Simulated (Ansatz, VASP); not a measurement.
## Ag: VASP beside Ansatz

```xyz
1
Lattice="0.0000 1.9902 1.9902 1.9902 0.0000 1.9902 1.9902 1.9902 0.0000" Properties=species:S:1:pos:R:3 pbc="T T T"
Ag    0.0000    0.0000    0.0000
```

Alike in both runs: functional LDA; k mesh 17 × 17 × 17; occupations fermi-dirac, width 0.1 eV; no spin polarisation.

Ansatz relaxed the structure, and its values are those at the end. VASP's run is a single point on that final structure, the one shown.

|  | VASP | Ansatz |
| --- | --- | --- |
| version | VASP 6.6.1 | Ansatz 0.2.0 |
| potentials or method | VASP PAW LDA potentials, release 64 (Ag), cutoff 520 eV | all-electron LAPW, scalar-relativistic |

Ansatz gave:

```
pressure (GPa) : 2.2
```

**Question.** What did VASP give for the same quantities?

**Answer.** Pressure (GPa): 2.3.

Ansatz ran all-electron here, so the differences hold the error of VASP's frozen core and of both bases.
